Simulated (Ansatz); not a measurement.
The first iterations of a band of a periodic cell of 28 atoms, Be27S (surface Be(0001), adsorbate S).

These are results of DFT PBE, scalar-relativistic, plane waves, PAW in Ansatz, not measurements. Settings: cutoff 250 eV, k mesh 4x4x1, fermi-dirac smearing 0.1 eV, no spin polarisation.

* movable images: 3
* climbing image: yes
* spring: 5.0 eV/Å²
* optimiser: quadratic models (default)
* start path: default
* force threshold: 0.05 eV/Å
* iteration limit: 50
* end points: relaxed
* atoms held: 1 to 9

First end point:

```xyz
28
Lattice="6.8700 0.0000 0.0000 3.4350 5.9496 0.0000 0.0000 0.0000 14.5884" Properties=species:S:1:pos:R:3
Be 0.000 0.000 1.000
Be 2.290 0.000 1.000
Be 4.580 0.000 1.000
Be 1.145 1.983 1.000
Be 3.435 1.983 1.000
Be 5.725 1.983 1.000
Be 2.290 3.966 1.000
Be 4.580 3.966 1.000
Be 6.870 3.966 1.000
Be 0.000 1.327 2.841
Be 2.266 1.336 2.847
Be 4.603 1.335 2.847
Be 1.143 3.303 2.840
Be 3.435 3.306 2.793
Be 5.727 3.304 2.840
Be 2.289 5.289 2.793
Be 4.581 5.288 2.793
Be 6.870 5.263 2.847
Be 0.000 -0.055 4.615
Be 2.295 0.004 4.622
Be 4.575 0.004 4.622
Be 1.185 1.960 4.711
Be 3.434 1.978 4.622
Be 5.684 1.960 4.710
Be 2.338 3.995 4.616
Be 4.531 3.995 4.616
Be 6.870 4.015 4.708
S 6.868 2.649 6.241
```

Last end point:

```xyz
28
Lattice="6.8700 0.0000 0.0000 3.4350 5.9496 0.0000 0.0000 0.0000 14.5884" Properties=species:S:1:pos:R:3
Be 0.000 0.000 1.000
Be 2.290 0.000 1.000
Be 4.580 0.000 1.000
Be 1.145 1.983 1.000
Be 3.435 1.983 1.000
Be 5.725 1.983 1.000
Be 2.290 3.966 1.000
Be 4.580 3.966 1.000
Be 6.870 3.966 1.000
Be 0.007 1.348 2.871
Be 2.290 1.322 2.745
Be 4.573 1.348 2.871
Be 1.126 3.286 2.871
Be 3.454 3.286 2.871
Be 5.725 3.305 2.739
Be 2.290 5.289 2.783
Be 4.606 5.282 2.871
Be 6.844 5.282 2.871
Be -0.019 -0.011 4.616
Be 2.290 0.055 4.626
Be 4.599 -0.011 4.616
Be 1.192 1.956 4.626
Be 3.388 1.956 4.626
Be 5.725 1.912 4.706
Be 2.290 3.989 4.616
Be 4.519 4.002 4.706
Be 6.931 4.002 4.706
S 5.725 3.305 6.202
```

| iteration | highest image above the first end (eV) | largest band force component (eV/Å) |
| --- | --- | --- |
| 1 | 0.169 | 0.936 |
| 2 | 0.046 | 0.545 |

Q: Does the band converge within its limit, and where does its top end?

A: The forces met the threshold. It ended after 5 iterations with the highest image 0.009 eV above the first end. The order of the point at the top wasn't checked. The plane-wave cutoff is below what these datasets need, so energies and pressures aren't converged. Limits of this set-up: coarse k mesh, thin slab, slab without dipole correction, a typed lattice constant that wasn't relaxed here.

The run took 110 s on 2 threads of AMD EPYC 7B13 (Zen 3), on a shared host, peak memory 0.97 GiB.
